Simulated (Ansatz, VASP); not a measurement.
**KBr: VASP beside Ansatz**

```xyz
2
Lattice="0.0000 3.2925 3.2925 3.2925 0.0000 3.2925 3.2925 3.2925 0.0000" Properties=species:S:1:pos:R:3 pbc="T T T"
K     0.0000    0.0000    0.0000
Br    3.2925    3.2925    3.2925
```

Alike in both runs: task single point; functional PBE; k mesh 7 × 7 × 7; occupations fermi-dirac, width 0.01 eV; no spin polarisation.

|  | VASP | Ansatz |
| --- | --- | --- |
| version | VASP 6.6.1 | Ansatz 0.2.0 |
| potentials or method | VASP PAW PBE potentials, release 64 (K_sv, Br), cutoff 520 eV | all-electron LAPW, scalar-relativistic |

Ansatz gave:

| Property | Result |
| --- | --- |
| gap on the k mesh at the Fermi level (eV) | 4.45 |
| pressure (GPa) | 0.8 |

What did VASP give for the same quantities?

gap on the k mesh at the Fermi level (eV): 4.45; pressure (GPa): 0.9.

Ansatz ran all-electron here, so the differences hold the error of VASP's frozen core and of both bases.
